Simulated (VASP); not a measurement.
# CaO: Ca into a neighbouring Ca vacancy, part 6 of 6

How hard is this move in CaO: Ca into a neighbouring Ca vacancy? Both ends are relaxed first, then a band of images between them. The start is a computed cell from the Materials Project.

VASP 6.6.1; PBEsol; plane waves and PAW (Ca_pv, O).

So far. Step 3 (Relax the start): The run ended after 8 ionic steps, 1.676 eV below its first step, once the forces on the free atoms met EDIFFG = -0.05. Step 4 (Relax the end): The run ended after 9 ionic steps, 1.798 eV below its first step, once the forces on the free atoms met EDIFFG = -0.05.

## 5. Nudged elastic band (continued)

Parts of OUTCAR (step 5):

```text
NELECT = 372

 ion  position               nearest neighbor table
   1  1.000  1.000  0.246-  33 1.95  45 1.95  27 2.58  52 2.58   3 2.96   9 2.97   7 2.97  19 2.97
                            22 3.47  16 3.47  10 3.86   4 3.86  20 3.87   8 3.87  15 4.14  21 4.14
   2  0.999  1.000  0.671-  35 2.36  47 2.36  28 2.38  53 2.38  34 2.40  46 2.40   6 3.32  18 3.32
                            11 3.32   5 3.32  17 3.38   4 3.38   8 3.38  23 3.38  20 3.38  10 3.38
   3  1.000  0.326  0.002-  45 2.33  29 2.35  27 2.37  50 2.40  48 2.42  32 2.43   1 2.96   9 3.29
                            21 3.32   5 3.32  22 3.36   4 3.38  14 3.38  12 3.40  24 3.40   8 3.43
   4  0.998  0.332  0.334-  46 2.36  48 2.37  27 2.38  28 2.38  49 2.39  30 2.40  22 3.34  23 3.37
                            10 3.37  25 3.37   2 3.38   3 3.38  12 3.38  13 3.39   5 3.40   6 3.41
   5  0.999  0.328  0.673-  47 2.35  29 2.35  50 2.38  28 2.39  49 2.41  31 2.42  21 3.31  11 3.31
                             3 3.32   2 3.32  23 3.37  14 3.38  26 3.39   4 3.40  13 3.40   8 3.41
   6  1.000  0.672  0.000-  35 2.35  51 2.35  30 2.38  53 2.38  32 2.42  48 2.42  15 3.31  18 3.31
                             7 3.32   2 3.32  17 3.37  25 3.38  12 3.39  24 3.40   8 3.41   4 3.41
   7  0.999  0.674  0.328-  33 2.34  51 2.35  52 2.37  30 2.39  31 2.42  49 2.44   1 2.97  19 3.29
                            15 3.31   6 3.32  16 3.36   8 3.38  25 3.38  26 3.40  13 3.40   4 3.44
   8  0.000  0.668  0.665-  34 2.37  31 2.37  52 2.38  53 2.38  32 2.39  50 2.40  16 3.34  20 3.36
                            17 3.36  14 3.37   2 3.38   7 3.38  26 3.39  24 3.39   6 3.41   5 3.41
   9  0.326  1.000  0.002-  33 2.33  29 2.35  27 2.37  44 2.39  42 2.42  38 2.43   1 2.97   3 3.29
                            15 3.31  11 3.32  16 3.36  10 3.38  14 3.38  12 3.40  24 3.41  20 3.43
  10  0.332  0.999  0.334-  34 2.36  27 2.37  42 2.38  28 2.39  43 2.39  36 2.40  16 3.34  17 3.36
                             4 3.37  25 3.37   9 3.38   2 3.38  12 3.38  13 3.39  18 3.40  11 3.40
  11  0.327  0.000  0.672-  35 2.35  29 2.35  28 2.38  44 2.38  37 2.42  43 2.42  15 3.31   5 3.31
                             9 3.32   2 3.32  17 3.37  14 3.38  26 3.40  13 3.40  10 3.40  20 3.41
  12  0.333  0.334  0.999-  27 2.34  41 2.37  32 2.38  38 2.38  36 2.39  30 2.39  23 3.35  17 3.36
                            14 3.36  13 3.38  10 3.38   4 3.38  21 3.39   6 3.39  15 3.39  18 3.40
  13  0.333  0.334  0.334-  39 2.37  37 2.38  31 2.38  30 2.38  36 2.39  28 2.39  14 3.37  16 3.37
[...]
52  0.830  0.830  0.503-  26 2.35   7 2.37  19 2.37  20 2.37   8 2.38   1 2.58
  53  0.833  0.833  0.834-   8 2.38   6 2.38   2 2.38  18 2.38  24 2.39  20 2.39

  tangential force (eV/A)        -1.616010
  left and right image   0.941992  0.935231 A

  tangential force (eV/A)        -1.614234
  left and right image   0.947384  0.941745 A

 E-fermi :   2.7747

 k-point     1 :       0.0000    0.0000    0.0000
  band No.  band energies     occupation
    ...
    182       2.2904      2.00000
    183       2.2911      2.00000
    184       2.5089      2.00000
    185       2.5411      2.00000
    186       2.5426      2.00000
    187       6.4464      0.00000
    188       6.5066      0.00000
    189       6.5580      0.00000
    190       6.8256      0.00000
    191       6.8376      0.00000
    ...

 POSITION                                       TOTAL-FORCE (eV/Angst)
 -----------------------------------------------------------------------------------
      8.95110      8.94700     14.28317         1.026639      1.029870     -0.001021
     11.90702     11.90305     14.28357         0.023354      0.025242     -0.000346
      2.37877      7.05603      9.57582        -0.136341      0.039386     -0.143949
      4.69660      9.49286      9.43265         0.065314     -0.019373      0.093313
      7.14191     11.97499      9.42839        -0.024969     -0.053594      0.044181
      4.83119      7.13787     11.99386        -0.046589     -0.025246     -0.046440
      7.05806      9.51837     11.84561         0.041852     -0.134069      0.146102
      9.49575      4.69180      4.84515        -0.019349      0.067449     -0.094531
      7.06114      2.37487      9.57479         0.033770     -0.134958     -0.140735
      9.49721      4.69300      9.43205        -0.022982      0.065624      0.095013
      4.83136      7.14098      2.28177        -0.044999     -0.032757      0.050575
      9.49974      9.49652      4.73674        -0.012703     -0.013685      0.026087
      4.75441      4.75341      4.73668        -0.014268     -0.021254     -0.003620
      7.13933      7.13726      4.75865        -0.034391     -0.037583      0.019475
     11.87828      9.48226      7.13763         0.059076     -0.043488      0.002974
      7.12167      4.77244      7.13799        -0.047268     -0.041714      0.001439
      9.50043      7.13460      7.13793        -0.014846     -0.037486      0.001605
      7.14300      4.82784     11.99532        -0.030709     -0.046862     -0.050058
      9.52101      7.05615     11.84599        -0.131081      0.037039      0.143330
      4.69705      9.49261      4.84520         0.061250     -0.019980     -0.093383
      2.34098      4.73021      7.13989        -0.042424      0.059839     -0.002870
      4.77625      7.11798      7.13893        -0.042926     -0.044897     -0.000911
      7.13880      9.49766      7.13995        -0.041590     -0.016929     -0.004522
      4.75628      4.75067      9.54127        -0.018619     -0.012786      0.003267
[...]
-----------------------------------------------------------------------------------
    total drift:                                0.035065      0.038416      0.007877

  FREE ENERGIE OF THE ION-ELECTRON SYSTEM (eV)
  ---------------------------------------------------
  free  energy   TOTEN  =      -346.8399257071 eV

  energy  without entropy=     -346.8399257071  energy(sigma->0) =     -346.83992571

  tangential force (eV/A)        -1.616448
  left and right image   0.952396  0.948232 A

[... 6 parts as in an earlier step ...]

[... 7 further parts left out ...]
```

Images along the path:

| image | path (A) | energy (eV) | Ca1: x, y, z (Å) |
| --- | --- | --- | --- |
| 0 | 0.000 | 0.0000 | 9.471, 2.328, 7.144 |
| 1 | 0.952 | 0.9114 | 8.951, 1.802, 7.139 |
| 2 | 1.901 | 2.0658 | 8.337, 1.189, 7.145 |
| 3 | 2.849 | 0.9120 | 7.723, 0.576, 7.139 |
| 4 | 3.801 | 0.0002 | 7.202, 0.050, 7.140 |

This step gave:

```yaml
electronic_cycles: 112
path_length: 3.801 Å
barrier: 2.066 eV
barrier_in_the_reverse_direction: 2.066 eV
barrier_from_a_spline_through_the_images: 2.066 eV
reaction_energy: 1.82e-4 eV
```

What the program prints for this run, and its count of cycles, belong to image 1; the force that counts for the threshold is the band's, across the path.

## 6. Summary of results

| Property | Result |
| --- | --- |
| hop | Ca into a neighbouring Ca vacancy |
| barrier | 2.07 eV |
| barrier in the reverse direction | 2.07 eV |
| barrier from a spline through the images | 2.07 eV |
| reaction energy | 1.8e-4 eV |
| path length | 3.80 Å |

What this shows: The barrier is 2.07 eV forwards and 2.07 eV backwards. With an attempt frequency of 10¹³ per second, taken as a typical value, this barrier gives about 10^-22 hops a second at 300 K. Both ends are alike and an image sits at the midpoint, which is the saddle if the path is symmetric. The band met its force threshold after 12 steps. Cell and mesh are small and were not tested. The band started on a straight line, so other routes may lie lower.

[Lines on the potential files, build, host, timing and source positions are cut from VASP's logs without a mark.]

[Logs are printed without paths, hosts, clocks, repeated set-up lines and the standing remarks that a program may print on its own settings, such as how far it seeks lower states.]

[Hosts, paths, dates, database ids (printed as entryN), source tags and the programs' standing remarks are cut or masked in the printed files.]

[Runs that stopped without an error message from VASP are left out.]
